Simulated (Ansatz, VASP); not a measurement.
**One calculation of P, two programs**

File INCAR:

```
SYSTEM = P
PREC = Accurate
ENCUT = 520
EDIFF = 1E-6
ISMEAR = -1
SIGMA = 0.05
LREAL = .False.
LASPH = .True.
NELM = 100
ALGO = Normal
ISIF = 2
LWAVE = .False.
LCHARG = .True.
GGA = PS
LELF = .True.
LVHAR = .True.
NBANDS = 12
```

The input KPOINTS:

```
Automatic mesh
0
Gamma
  6 6 6
  0 0 0
```

File POSCAR:

```
P
1.0
    1.7257251780      0.9963478961      3.1296800121
   -1.7257251780      0.9963478961      3.1296800121
    0.0000000000     -1.9926957921      3.1296800121
P
2
Direct
    0.7729197500      0.7729197500      0.7729197500
    0.2270802500      0.2270802500      0.2270802500
```

input.yaml

```yaml
crystal:
  lattice:
    - [1.725725178, 0.9963478961, 3.1296800121]
    - [-1.725725178, 0.9963478961, 3.1296800121]
    - [0.0, -1.9926957921, 3.1296800121]
  atoms:
    - { symbol: P, position: [0.77291975, 0.77291975, 0.77291975] }
    - { symbol: P, position: [0.22708025, 0.22708025, 0.22708025] }
kpoints:
  mp_grid: { grid: [6, 6, 6] }
scf:
  occupations: { method: fermi_dirac, width: 0.05 }
hamiltonian:
  xc: pbesol
  pseudopotentials: { kind: all_electron, datasets: crystal }
output:
  forces: true
  stress: true
  eigenvalues: true
  elf: true
  volumetric_format: npy
```

Alike in both runs: task single point; functional PBEsol; k mesh 6 × 6 × 6; occupations fermi-dirac, width 0.05 eV; no spin polarisation.

```csv
,VASP,Ansatz
version,VASP 6.6.1,Ansatz 0.2.0
potentials or method,"VASP PAW PBE potentials, release 64 (P)",all-electron PAW datasets made for the crystal
plane-wave cutoff (eV),520,see its input
```

Ansatz gave:

* gap on the k mesh at the Fermi level (eV): none
* pressure (GPa): -2.0
* largest component of the traceless stress (GPa): 0.93
* rms of the force components (eV/Å): 0.037

Q: Estimate VASP's values.

A: gap on the k mesh at the Fermi level (eV): none; pressure (GPa): -2.0; largest component of the traceless stress (GPa): 0.77; rms of the force components (eV/Å): 0.026.

Atom by atom the forces differ by 0.012 eV/Å (rms over components). A gap of «none» marks a metal or a gap that the smearing closes. Ansatz ran all-electron here, so the differences hold the error of VASP's frozen core and of both bases.

Caveats: the k mesh is coarse (spacing up to 0.37 Å⁻¹), so the values aren't converged; the PAW data sets were made with another functional, which shifts forces and pressure a little (VASP); the k mesh is thin for a metal, which can move the energy by tens of meV per atom (Ansatz); the program warned that the printed levels may be off, so bands, gaps and densities of states are rough (Ansatz).
